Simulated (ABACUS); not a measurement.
# GaN (P6_3mc) in ABACUS: notebook, part 2 of 2

ABACUS 3.10.1.

## 3. Relaxation of cell and atoms, r2SCAN

INPUT

```
INPUT_PARAMETERS
suffix              GaN
calculation         cell-relax
basis_type          pw
pseudo_dir          ./
symmetry            1
dft_functional      MGGA_X_R2SCAN+MGGA_C_R2SCAN
ecutwfc             97
pseudo_rcut         10
nspin               1
nbands              22
ks_solver           dav
smearing_method     fd
smearing_sigma      0.00367493
scf_thr             1e-08
scf_nmax            100
mixing_type         broyden
mixing_beta         0.7
cal_force           1
cal_stress          1
mixing_tau          1
relax_nmax          60
force_thr_ev        0.02
relax_method        cg
out_stru            1
stress_thr          0.5
kpar                4
```

STRU

```
ATOMIC_SPECIES
Ga 69.7230 Ga_ONCV_PBE-1.2.upf
N 14.0070 N_ONCV_PBE-1.2.upf

LATTICE_CONSTANT
1.8897261246

LATTICE_VECTORS
3.1800000000 0.0000000000 0.0000000000
-1.5900000000 2.7539607840 0.0000000000
0.0000000000 0.0000000000 5.1660000000

ATOMIC_POSITIONS
Cartesian

Ga
0.0
2
1.5900000002 0.9179869279 2.5830000000 1 1 1
-0.0000000002 1.8359738561 0.0000000000 1 1 1

N
0.0
2
1.5900000002 0.9179869279 4.5202500000 1 1 1
-0.0000000002 1.8359738561 1.9372500000 1 1 1
```

KPT

```
K_POINTS
0
Gamma
6 6 3 0 0 0
```

Potentials or basis: SG15 ONCV 1.2 PBE, plane waves.

Launch:

```sh
$ OMP_NUM_THREADS=1 mpirun -np 4 abacus > log
```

running log:

```text
ABACUS v3.10.1

               Atomic-orbital Based Ab-initio Computation at UStc

 ------------------------------------------------------------------------------------

 READING GENERAL INFORMATION
                           global_out_dir = OUT.GaN/
                           global_in_card = INPUT
                               pseudo_dir = ./
                              orbital_dir =
                                    DSIZE = 4
                                    GSIZE = 1
[... 5 lines left out ...]

 READING ATOM TYPE 1
                               atom label = Ga
                      L=0, number of zeta = 1
                      L=1, number of zeta = 1
                      L=2, number of zeta = 1
             number of atom for this type = 2

 READING ATOM TYPE 2
                               atom label = N
                      L=0, number of zeta = 1
                      L=1, number of zeta = 1
                      L=2, number of zeta = 1
             number of atom for this type = 2

                        TOTAL ATOM NUMBER = 4
CARTESIAN COORDINATES ( UNIT =       1.889726124600 Bohr ).
    atom                   x                   y                   z     mag                  vx                  vy                  vz
tauc_Ga1            1.5900000002        0.9179869279        2.5830000000  0.0000        0.0000000000        0.0000000000        0.0000000000
tauc_Ga2           -0.0000000002        1.8359738561        0.0000000000  0.0000        0.0000000000        0.0000000000        0.0000000000
tauc_N1            1.5900000002        0.9179869279        4.5202500000  0.0000        0.0000000000        0.0000000000        0.0000000000
tauc_N2           -0.0000000002        1.8359738561        1.9372500000  0.0000        0.0000000000        0.0000000000        0.0000000000
[... 4 lines left out ...]
 Lattice vectors: (Cartesian coordinate: in unit of a_0)
                +3.18                  +0                  +0
                -1.59            +2.75396                  +0
                   +0                  +0              +5.166
 Reciprocal vectors: (Cartesian coordinate: in unit of 2 pi/a_0)
            +0.314465           +0.181557                  -0
                   -0           +0.363113                  -0
                   +0                  -0           +0.193573
 The esolver type has been set to : ksdft_pw

                PAO radial cut off (Bohr) = 10

 Read in pseudopotential file is Ga_ONCV_PBE-1.2.upf
                     pseudopotential type = NC
          exchange-correlation functional = PBE
                 nonlocal core correction = 0
                        valence electrons = 13
                                     lmax = 2
                           number of zeta = 0
                     number of projectors = 6
                           L of projector = 0
                           L of projector = 0
                           L of projector = 1
                           L of projector = 1
                           L of projector = 2
                           L of projector = 2
 XC functional updated to : MGGA_X_R2SCAN+MGGA_C_R2SCAN
          exchange-correlation functional = MGGA_X_R2SCAN+MGGA_C_R2SCAN
                PAO radial cut off (Bohr) = 10

 Read in pseudopotential file is N_ONCV_PBE-1.2.upf
                     pseudopotential type = NC
          exchange-correlation functional = PBE
                 nonlocal core correction = 0
                        valence electrons = 5
                                     lmax = 1
                           number of zeta = 0
                     number of projectors = 4
                           L of projector = 0
                           L of projector = 0
                           L of projector = 1
                           L of projector = 1
 XC functional updated to : MGGA_X_R2SCAN+MGGA_C_R2SCAN
          exchange-correlation functional = MGGA_X_R2SCAN+MGGA_C_R2SCAN
     initial pseudo atomic orbital number = 0

 SETUP THE ELECTRONS NUMBER
            electron number of element Ga = 13
      total electron number of element Ga = 26
             electron number of element N = 5
       total electron number of element N = 10
            AUTOSET number of electrons:  = 36
                           occupied bands = 18
                                   NBANDS = 22
                                   NLOCAL = 36

%%%%%%%%%%%%%%%%%%%%%%%%%%%%%%%%%%%%%%%%%%%%%%%%%%%%%%%%%%%%%%%%%%%%%%%%%%%%%%%%%%%%%%%%%%%%%%%%%%%%%%%%%%
 Warning: the number of valence electrons in pseudopotential > 3 for Ga: [Ar] 3d10 4s2 4p1
[... 38 lines left out ...]
                                   NORM_A = 3.18
                                   NORM_B = 3.18
                                   NORM_C = 5.166
                           ALPHA (DEGREE) = 90
                           BETA  (DEGREE) = 90
                           GAMMA (DEGREE) = 120

 The lattice vectors have been changed (STRU_SIMPLE.cif)

(for optimal symmetric configuration:)
                             BRAVAIS TYPE = 4
                     BRAVAIS LATTICE NAME = 04. Hexagonal cell
                                    ibrav = 4
                                    IBRAV = 4
                                  BRAVAIS = HEXAGONAL CELL
                       LATTICE CONSTANT A = 3.18
                                C/A RATIO = 1.62453
Original cell was already a primitive cell.
                        ROTATION MATRICES = 24
              PURE POINT GROUP OPERATIONS = 6
                   SPACE GROUP OPERATIONS = 12
                                       C2 = 0
                                       C3 = 2
                                       C4 = 0
                                       C6 = 0
                                       S1 = 3
                                       S3 = 0
                                       S4 = 0
                                       S6 = 0
                              POINT GROUP = C_3v
                                       C2 = 1
                                       C3 = 2
                                       C4 = 0
                                       C6 = 2
                                       S1 = 6
                                       S3 = 0
                                       S4 = 0
                                       S6 = 0
               POINT GROUP IN SPACE GROUP = C_6v

 SETUP K-POINTS
                                    nspin = 1
                   Input type of k points = Monkhorst-Pack(Gamma)
                                   nkstot = 108
                       right hand lattice = 1
(for reciprocal lattice: )
                             BRAVAIS TYPE = 4
                     BRAVAIS LATTICE NAME = 04. Hexagonal cell
                                    ibrav = 4
                       right hand lattice = 1
(for k-lattice: )
                             BRAVAIS TYPE = 4
                     BRAVAIS LATTICE NAME = 04. Hexagonal cell
                                    ibrav = 4
                       right hand lattice = 1
                        ROTATION MATRICES = 24
                               nkstot_ibz = 14
K-POINTS REDUCTION ACCORDING TO SYMMETRY
     IBZ    DIRECT_X    DIRECT_Y    DIRECT_Z  WEIGHT  ibz2bz
       1  0.00000000  0.00000000  0.00000000  0.0093       0
       2 -0.16666667  0.16666667  0.00000000  0.0556       1
       3 -0.33333333  0.33333333  0.00000000  0.0556       2
       4  0.50000000  0.50000000  0.00000000  0.0278       3
       5 -0.16666667  0.33333333  0.00000000  0.0556       7
       6  0.50000000  0.33333333  0.00000000  0.1111       8
       7  0.33333333  0.33333333  0.00000000  0.0185      14
       8  0.00000000  0.00000000  0.33333333  0.0185      36
       9 -0.16666667  0.16666667  0.33333333  0.1111      37
      10 -0.33333333  0.33333333  0.33333333  0.1111      38
      11  0.50000000  0.50000000  0.33333333  0.0556      39
      12 -0.16666667  0.33333333  0.33333333  0.1111      43
      13  0.50000000  0.33333333  0.33333333  0.2222      44
      14  0.33333333  0.33333333  0.33333333  0.0370      50

                               nkstot now = 14
[... K-POINTS DIRECT COORDINATES: 14 rows ...]

           k-point number in this process = 4
       minimum distributed K point number = 3
[... stars of the k points ...]

[... K-POINTS CARTESIAN COORDINATES: 4 rows ...]

[... K-POINTS DIRECT COORDINATES: 4 rows ...]

 SETUP PLANE WAVES FOR WAVE FUNCTIONS
     energy cutoff for wavefunc (unit:Ry) = 97
              fft grid for wave functions = [ 40, 40, 64 ]
                    number of plane waves = 6693
                         number of sticks = 301

 PARALLEL PW FOR WAVE FUNCTIONS
     PROC   COLUMNS(POT)             PW
        1            301           6693
 --------------- sum -------------------
        1            301           6693

 SETUP NONLOCAL PSEUDOPOTENTIALS IN PLANE WAVE BASIS
 Ga non-local projectors:
 projector 1 L=0
 projector 2 L=0
 projector 3 L=1
 projector 4 L=1
 projector 5 L=2
 projector 6 L=2
 N non-local projectors:
 projector 1 L=0
 projector 2 L=0
 projector 3 L=1
 projector 4 L=1
      TOTAL NUMBER OF NONLOCAL PROJECTORS = 52

 Init Non-Local PseudoPotential table :
 Init Non-Local-Pseudopotential done.

                                     npwx = 4936

 -------------------------------------------
 STEP OF RELAXATION : 1
 -------------------------------------------
                                 init_chg = atomic

 PW ALGORITHM --------------- ION=   1  ELEC=   1--------------------------------

 Density error is 0.956687185277
                          Error Threshold = 0.01
----------------------------------------------------------
     Energy           Rydberg                 eV
----------------------------------------------------------
 E_KohnSham     -299.5884700039      -4076.1102471556
 E_Harris       -299.1415439424      -4070.0295061345
 E_Fermi        0.7237178569         9.8466865988
----------------------------------------------------------
[... 797 lines left out ...]
 Largest gradient in stress is 0.321983 kbar.
 Threshold is 0.500000 kbar.

 Relaxation is converged!

 --------------------------------------------
 !FINAL_ETOT_IS -4083.6735914671185128 eV
 --------------------------------------------
```

It took 4.5 min on 4 MPI ranks of Intel Xeon Platinum 8259CL at 2.50GHz (Skylake/Cascade Lake), shared host; peak memory 0.52 GiB.

What came out:

```
Free energy                            : -4083.6736 eV
Relaxed volume                         : 11.24 Å³/atom
Relaxed cell                           : a = 3.167 Å, b = 3.167 Å, c = 5.174 Å, α = 90.00°, β = 90.00°, γ = 120.00°
Space group after relaxing (to 0.05 Å) : P6_3mc (No. 186)
Energy gained by relaxing              : 0.7 meV/atom
Ionic steps                            : 7
Pressure after relaxing                : 0.0 GPa
Largest force after relaxing           : 0.008 eV/Å
Band gap on the k mesh                 : 2.15 eV, direct
```

Forces on the atoms (eV/Å):
```
Ga   0.000  0.000  0.008
Ga   0.000  0.000  0.008
N    0.000  0.000 -0.008
N    0.000  0.000 -0.008
```

Step by step:
| step | energy change (eV) | largest force (eV/Å) | pressure (GPa) | volume (Å³) |
| --- | --- | --- | --- | --- |
| 1 | 0.0000 | 0.1214 | -1.18 | 45.24 |
| 2 | 0.0003 | 0.1743 | 1.18 | 44.68 |
| 3 | -0.0029 | 0.0301 | -0.08 | 44.97 |
| 4 | -0.0029 | 0.0102 | 0.10 | 44.92 |
| 5 | -0.0029 | 0.0038 | 0.08 | 44.93 |
| 6 | -0.0030 | 0.0037 | -0.06 | 44.96 |
| 7 | -0.0030 | 0.0085 | -0.02 | 44.95 |

Final structure:
```
Ga N
1.0
     3.16726    0.00000    0.00000
    -1.58363    2.74293    0.00000
     0.00000    0.00000    5.17436
Ga N
2 2
Direct
  0.66667 0.33333 0.49965
  0.33333 0.66667 0.99965
  0.66667 0.33333 0.87535
  0.33333 0.66667 0.37535
```

Levels at points of the mesh, in eV from the valence-band top:
| k point | band 16 | band 17 | band 18 | band 19 | band 20 | band 21 |
| --- | --- | --- | --- | --- | --- | --- |
| (0.00, 0.00, 0.00) | -0.07 | 0.00 | 0.00 | 2.15 | 4.66 | 9.99 |
| (0.50, 0.50, 0.00) | -2.95 | -2.34 | -1.09 | 5.52 | 6.01 | 6.53 |

Caveat: the potentials were made for another functional, which shifts forces and pressure. r2SCAN opens gaps a little over a GGA but as a rule still falls short of measured ones.

## 4. How close it comes

Step 2. Against the measured gap of GaN, 3.503 eV (direct; quoted in “Studying electronic properties in GaN without electrical contacts using γ-γ vs e−-γ Perturbed Angular Correlations”, 2019, pmc:6823545), the calculated 2.12 eV is off by -1.38 eV. Spin-orbit coupling on Ga is left out. The value is that of r2SCAN, without temperature or zero-point motion.
